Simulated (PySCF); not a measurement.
# Si (Fd-3m) in PySCF: a series of runs

The runs below take Si through G0W0 quasiparticle levels, band structure, with B3LYP, LDA.

Everything below comes from runs of PySCF 2.14.0. Logs are shortened: lines on timing, memory, paths and dates and some standing lists are left out, and cuts for length are marked.

### Step 1. The structure

Symmetry: Fd-3m, No. 227, cubic system. The conventional cell has a = 5.444 Å, b = 5.444 Å, c = 5.444 Å, α = 90.00°, β = 90.00°, γ = 90.00°. Si (site symmetry -43m) is surrounded by 4 Si at 2.36 Å.

### Step 2. G0W0 quasiparticle levels, B3LYP

File run.py:

```python
import json
import numpy as np
from pyscf.pbc import gto, scf, dft, df

cell = gto.Cell()
cell.basis = 'gth-dzvp'
cell.pseudo = 'gth-hf-rev'
cell.fromfile('Si.cif')
cell.ke_cutoff = 50  # hartree
cell.exp_to_discard = 0.02
cell.precision = 1e-08
cell.max_memory = 5880  # MB
cell.verbose = 4
cell.build()

res = {}
kpts = cell.make_kpts([2, 2, 2])
mf = dft.KRKS(cell, kpts, xc='b3lyp', exxdiv='ewald')
mf = mf.rs_density_fit()
mf.with_df._cderi = 'cderi.h5'  # three-centre integrals saved by an earlier run on this cell, basis and mesh
mf.grids = dft.gen_grid.UniformGrids(cell)
mf.conv_tol = 1e-08
mf.max_cycle = 60

mf.kernel()
res.update(converged=bool(mf.converged), e_tot=mf.e_tot, nelec=cell.nelectron, nao=cell.nao, mesh=list(map(int, cell.mesh)), a=cell.lattice_vectors().tolist(), coords=cell.atom_coords().tolist(),
           mo_energy=[np.real(x).tolist() for x in mf.mo_energy], mo_occ=[np.real(x).tolist() for x in mf.mo_occ])
import h5py
print('fit functions by k pair:', sorted({v['0'].shape[0] for v in h5py.File(mf.with_df._cderi)['j3c'].values()}))
res.update(kpts=cell.get_scaled_kpts(kpts).tolist())
res['parts'] = {k: float(np.real(v)) for k, v in mf.scf_summary.items() if np.isscalar(v)}
json.dump(res, open('results.json', 'w'))
if not mf.converged:
    raise SystemExit('SCF not converged')

print('levels (eV)')
for i, kp in enumerate(res['kpts'][:40]):
    print('k %7.4f %7.4f %7.4f  ' % tuple(kp), ' '.join('%.3f' % (x * 27.211386) for x in res['mo_energy'][i][:9]))

# Mulliken populations
dm, s = np.asarray(mf.make_rdm1()), np.asarray(mf.get_ovlp())
sites = cell.aoslice_by_atom()[:, 2:]
tot = np.einsum('kij,kji->i', dm, s).real / len(kpts)
res['mulliken'] = [cell.atom_charge(i) - tot[a0:a1].sum() for i, (a0, a1) in enumerate(sites)]
print('Mulliken charges', np.round(res['mulliken'], 5))

from pyscf.pbc.gw.krgw_ac import KRGWAC
gw = KRGWAC(mf)
gw.fc = True
orbs = list(range(1, 7))
gw.kernel(orbs=orbs)
res['orbs'] = orbs
res['qp'] = np.asarray(gw.mo_energy).real.tolist()
res['done'] = True
json.dump(res, open('results.json', 'w'))
```

File Si.cif:

```cif
data_Si
_cell_length_a 3.84927886
_cell_length_b 3.84927886
_cell_length_c 3.84927886
_cell_angle_alpha 60.00000000
_cell_angle_beta 60.00000000
_cell_angle_gamma 60.00000000
_space_group_name_H-M_alt 'P1'
_space_group_name_Hall 'P 1'
_space_group_IT_number 1
loop_
_space_group_symop_operation_xyz
'x,y,z'
loop_
_atom_site_label
_atom_site_type_symbol
_atom_site_symmetry_multiplicity
_atom_site_Wyckoff_symbol
_atom_site_fract_x
_atom_site_fract_y
_atom_site_fract_z
_atom_site_occupancy
Si1 Si 1 a 0.5000000000 0.5000000000 0.5000000000 1
Si2 Si 1 a 0.7500000000 0.7500000000 0.7500000000 1
```

Potentials or basis: gth-dzvp/gth-hf-rev (potentials made for Hartree-Fock).

On the command line:

```bash
$ OMP_NUM_THREADS=4 python -u run.py > log
```

Log:

```text
Discarded 0 diffused primitive functions, 0 contracted functions

******** <class 'pyscf.pbc.dft.krks.KRKS'> ********
method = KRKS
initial guess = minao
damping factor = 0
level_shift factor = 0
DIIS = <class 'pyscf.scf.diis.CDIIS'>
diis_start_cycle = 1
diis_space = 8
diis_damp = 0
SCF conv_tol = 1e-08
SCF conv_tol_grad = None
SCF max_cycles = 60
direct_scf = True
direct_scf_tol = 1e-13

******** PBC SCF flags ********
N kpts = 8
Exchange divergence treatment (exxdiv) = ewald
    madelung (= occupied orbital energy shift) = 0.2228450749414521
    Total energy shift due to Ewald probe charge = -1/2 * Nelec*madelung = -0.891380299766
DF object = <pyscf.pbc.df.rsdf.RSGDF object>
XC functionals = b3lyp
small_rho_cutoff = 0
Uniform grid, mesh = [25 25 25]
Set gradient conv threshold to 0.0001

******** <class 'pyscf.pbc.df.rsdf_builder._RSNucBuilder'> ********
mesh = [11 11 11] (1331 PWs)
ke_cutoff = 9.326383432798503
omega = 0.387760428733382
exclude_d_aux = False
exclude_dd_block = True
j2c_eig_always = False
has_long_range = True
nelec by numeric integration = 7.999999999999955
init E= -8.05285250462536
  HOMO = 0.234025164655  LUMO = 0.27612301384  gap/eV = 1.14554
nelec by numeric integration = 7.999999999999994
cycle= 1 E= -7.74159256611098  delta_E= 0.311  |g|= 0.179  |ddm|= 11.7
  HOMO = 0.220200898313  LUMO = 0.301804203725  gap/eV = 2.22054
nelec by numeric integration = 8.00000000000002
cycle= 2 E= -7.74348374072461  delta_E= -0.00189  |g|= 0.0167  |ddm|= 4.09
  HOMO = 0.216875871445  LUMO = 0.301101517796  gap/eV = 2.29190
nelec by numeric integration = 8.00000000000002
cycle= 3 E= -7.74350673356928  delta_E= -2.3e-05  |g|= 0.00221  |ddm|=  0.2
  HOMO = 0.217163633292  LUMO = 0.301252573255  gap/eV = 2.28818
nelec by numeric integration = 8.00000000000002
cycle= 4 E= -7.7435070635653  delta_E= -3.3e-07  |g|= 6.26e-05  |ddm|= 0.0449
  HOMO = 0.217159040782  LUMO = 0.301250314107  gap/eV = 2.28824
nelec by numeric integration = 8.00000000000002
cycle= 5 E= -7.74350706402598  delta_E= -4.61e-10  |g|= 3.45e-06  |ddm|= 0.00084
  HOMO = 0.217158930311  LUMO = 0.301250289085  gap/eV = 2.28824
nelec by numeric integration = 8.00000000000002
Extra cycle  E= -7.74350706402637  delta_E= -3.87e-13  |g|= 2.51e-06  |ddm|= 6.19e-05
converged SCF energy = -7.74350706402637
fit functions by k pair: [150]
levels (eV)
k  0.0000  0.0000  0.0000   -6.912 5.909 5.909 5.909 10.163 10.163 10.163 10.774 15.946
k  0.0000  0.0000  0.5000   -4.452 -1.455 4.651 4.651 9.006 11.014 11.014 15.877 19.173
k  0.0000  0.5000 -0.0000   -4.452 -1.455 4.651 4.651 9.006 11.014 11.014 15.877 19.173
k  0.0000  0.5000  0.5000   -2.480 -2.480 2.932 2.932 8.197 8.197 18.103 18.103 19.598
k  0.5000 -0.0000  0.0000   -4.452 -1.455 4.651 4.651 9.006 11.014 11.014 15.877 19.173
k  0.5000 -0.0000  0.5000   -2.480 -2.480 2.932 2.932 8.197 8.197 18.103 18.103 19.598
k  0.5000  0.5000 -0.0000   -2.480 -2.480 2.932 2.932 8.197 8.197 18.103 18.103 19.598
k  0.5000  0.5000  0.5000   -4.452 -1.455 4.651 4.651 9.006 11.014 11.014 15.877 19.173
Mulliken charges [ 3.e-05 -3.e-05]

******** <class 'pyscf.pbc.gw.krgw_ac.KRGWAC'> ********
method = KRGWAC
GW nocc = 4, nvir = 22, nkpts = 8
orbital list = [1, 2, 3, 4, 5, 6]
off-diagonal self-energy = False
GW density matrix = False
density-fitting for exchange = False
outcore for self-energy= False
finite size corrections = True
grids for finite size corrections = False
broadening parameter = 5.000e-03
number of grids = 100
analytic continuation method = pade
imaginary frequency cutoff = 5.0
Pade points = 18
Pade step ratio = 0.667
use perturbative linearized QP eqn = False
QPE max iter = 100
QPE tolerance = 1.0e-06

WARN: GW QP energies may not be sorted from min to max
```

It took 87 s on 4 threads of AMD EPYC (Zen 3), shared host; peak memory 0.35 GiB.

What came out:

| Item | Value |
| --- | --- |
| Free energy | -210.7116 eV |
| Band gap on the k mesh, mean-field level | 2.29 eV, indirect (least direct gap 4.25 eV) |
| Quasiparticle gap | 1.59 eV |
| Least direct quasiparticle gap | 3.72 eV |

Caveat: the k mesh is coarse (spacing up to 1.00 Å⁻¹), so the values aren't converged, least of all with exact exchange; on so small a mesh gaps with full-range exact exchange can be off by tenths of an eV to over 1 eV; mesh and basis are far too small for converged many-body values: gaps can be off by tenths of an eV to over 1 eV, and much correlation energy is missing; total energy, band gap and charges are those of the mean-field reference; the basis of atomic orbitals isn't converged, which shifts pressures, moduli and gaps.

### Step 3. Band structure, LDA

File run.py:

```python
import json
import numpy as np
from pyscf.pbc import gto, scf, dft, df

cell = gto.Cell()
cell.basis = 'gth-szv'
cell.pseudo = 'gth-pade'
cell.fromfile('Si.xyz')
cell.ke_cutoff = 50  # hartree
cell.exp_to_discard = 0.02
cell.precision = 1e-08
cell.space_group_symmetry = True
cell.symmorphic = False
cell.max_memory = 5040  # MB
cell.verbose = 4
cell.build()

res = {}
kpts = cell.make_kpts([4, 4, 4], space_group_symmetry=True, time_reversal_symmetry=True)
cell.space_group_symmetry = False  # the mesh holds the operations; no search on the supercells of the integral code
mf = dft.KRKS(cell, kpts, xc='LDA_X,LDA_C_PW')
mf = mf.multigrid_numint()
mf = mf.smearing(sigma=0.00183747, method='fermi')  # hartree
mf.conv_tol = 1e-07
mf.max_cycle = 60

mf.kernel()
res.update(converged=bool(mf.converged), e_tot=mf.e_tot, nelec=cell.nelectron, nao=cell.nao, mesh=list(map(int, cell.mesh)), a=cell.lattice_vectors().tolist(), coords=cell.atom_coords().tolist(),
           mo_energy=[np.real(x).tolist() for x in mf.mo_energy], mo_occ=[np.real(x).tolist() for x in mf.mo_occ])
res.update(e_free=mf.e_free, e_zero=mf.e_zero)
res.update(kpts=kpts.kpts_scaled_ibz.tolist(), weights=kpts.weights_ibz.tolist())
res['parts'] = {k: float(np.real(v)) for k, v in mf.scf_summary.items() if np.isscalar(v)}
json.dump(res, open('results.json', 'w'))
if not mf.converged:
    raise SystemExit('SCF not converged')

print('levels (eV)')
for i, kp in enumerate(res['kpts'][:40]):
    print('k %7.4f %7.4f %7.4f  ' % tuple(kp), ' '.join('%.3f' % (x * 27.211386) for x in res['mo_energy'][i][:9]))

mf = mf.to_khf()  # unfold to the whole mesh
kpts = mf.kpts
# Mulliken populations
dm, s = np.asarray(mf.make_rdm1()), np.asarray(mf.get_ovlp())
sites = cell.aoslice_by_atom()[:, 2:]
tot = np.einsum('kij,kji->i', dm, s).real / len(kpts)
res['mulliken'] = [cell.atom_charge(i) - tot[a0:a1].sum() for i, (a0, a1) in enumerate(sites)]
print('Mulliken charges', np.round(res['mulliken'], 5))

scaled = np.array([[0.0, 0.0, 0.0], [0.1, 0.0, 0.1], [0.2, 0.0, 0.2], [0.3, 0.0, 0.3], [0.4, 0.0, 0.4], [0.5, 0.0, 0.5], [0.5, 0.125, 0.625], [0.5, 0.25, 0.75], [0.375, 0.375, 0.75], [0.3125, 0.3125, 0.625], [0.25, 0.25, 0.5], [0.1875, 0.1875, 0.375], [0.125, 0.125, 0.25], [0.0625, 0.0625, 0.125], [0.0, 0.0, 0.0], [0.1, 0.1, 0.1], [0.2, 0.2, 0.2], [0.3, 0.3, 0.3], [0.4, 0.4, 0.4], [0.5, 0.5, 0.5], [0.53125, 0.4375, 0.53125], [0.5625, 0.375, 0.5625], [0.59375, 0.3125, 0.59375], [0.625, 0.25, 0.625], [0.5625, 0.25, 0.6875], [0.5, 0.25, 0.75], [0.5, 0.3, 0.7], [0.5, 0.35, 0.65], [0.5, 0.4, 0.6], [0.5, 0.45, 0.55], [0.5, 0.5, 0.5], [0.475, 0.475, 0.55], [0.45, 0.45, 0.6], [0.425, 0.425, 0.65], [0.4, 0.4, 0.7], [0.375, 0.375, 0.75], [0.625, 0.25, 0.625], [0.583333, 0.166667, 0.583333], [0.541667, 0.083333, 0.541667], [0.5, 0.0, 0.5]])  # GXWKGLUWLK,UX
e_kn = mf.get_bands(cell.get_abs_kpts(scaled))[0]
res.update(band_k=np.asarray(scaled).tolist(), bands=np.asarray(e_kn).real.tolist())
for kp, e in zip(scaled, np.asarray(e_kn).real):
    print('k %7.4f %7.4f %7.4f  ' % tuple(kp), ' '.join('%8.3f' % (x * 27.211386) for x in e[:10]))
res['done'] = True
json.dump(res, open('results.json', 'w'))
```

File Si.xyz:

```xyz
2
Lattice="0.0000000000 2.7218511865 2.7218511865 2.7218511865 0.0000000000 2.7218511865 2.7218511865 2.7218511865 0.0000000000" Properties=species:S:1:pos:R:3 pbc="T T T"
Si     2.7218511865      2.7218511865      2.7218511865
Si     4.0827767798      4.0827767798      4.0827767798
```

Potentials or basis: gth-szv/gth-pade (potentials made for LDA).

On the command line:

```bash
$ OMP_NUM_THREADS=4 python -u run.py > log
```

Run time: 9.1 s. Hardware: 4 threads of Intel Xeon at 2.60GHz (Ice Lake), shared host; peak memory 1.3 GiB.

The run converged, but some of its settings lie outside the range that counts as converged, so its numbers aren't taken as properties of the crystal.

What came out:

```
Free energy             : -214.0005 eV
Band gap on the k mesh  : 2.04 eV, indirect (least direct gap 2.90 eV)
Band gap along the path : 1.93 eV, indirect (least direct gap 2.90 eV)
```

Caveat: the k mesh is coarse (spacing up to 0.50 Å⁻¹), so the values aren't converged; a minimal basis gives rough gaps, charges and volumes; the mesh misses the band edges, which the band path finds closer together; the basis of atomic orbitals isn't converged, which shifts pressures, moduli and gaps.
